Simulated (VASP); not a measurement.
Crystal: C.

```
C
1.0
     2.52210    0.00000    0.00000
    -1.26105    2.18420    0.00000
     0.00000    0.00000    8.23710
C
8
Direct
  0.66667 0.33333 0.84375
  0.33333 0.66667 0.34375
  0.66667 0.33333 0.65625
  0.33333 0.66667 0.15625
  0.00000 0.00000 0.90625
  0.00000 0.00000 0.40625
  0.00000 0.00000 0.59375
  0.00000 0.00000 0.09375
```

This is a hexagonal form of diamond, not graphite.

- Program: VASP 6.6.1
- Task: relaxation of cell and atoms
- Functional: PBE
- Potentials or basis: VASP PAW PBE potentials, release 64 (C)
- Cutoff: 600 eV
- k mesh: 12 × 12 × 4
- Occupations: fermi-dirac, width 0.05 eV
- Spin: no spin polarisation

At the start: pressure 2.3 GPa; volume 5.67 Å³/atom.

Question: How do energy, volume and symmetry change on relaxing?

Answer: Over 6 steps the energy falls by 2.6 meV/atom and the volume is 5.70 Å³/atom (+0.5 %); space group P6_3/mmc (No. 194, to 0.05 Å).

Step by step:
| step | energy change (eV) | largest force (eV/Å) | pressure (GPa) | volume (Å³) |
| --- | --- | --- | --- | --- |
| 1 | 0.0000 | 0.3284 | 2.25 | 45.38 |
| 2 | 0.0130 | 0.4683 | -2.49 | 45.90 |
| 3 | -0.0204 | 0.0443 | 0.01 | 45.60 |
| 4 | -0.0204 | 0.0371 | 0.05 | 45.60 |
| 5 | -0.0204 | 0.0402 | -0.06 | 45.61 |
| 6 | -0.0206 | 0.0041 | -0.01 | 45.60 |

Final structure:
```
C
1.0
     2.51813    0.00000    0.00000
    -1.25906    2.18076    0.00000
     0.00000    0.00000    8.30413
C
8
Direct
  0.66667 0.33333 0.84445
  0.33333 0.66667 0.34445
  0.66667 0.33333 0.65555
  0.33333 0.66667 0.15555
  0.00000 0.00000 0.90702
  0.00000 0.00000 0.40702
  0.00000 0.00000 0.59298
  0.00000 0.00000 0.09298
```
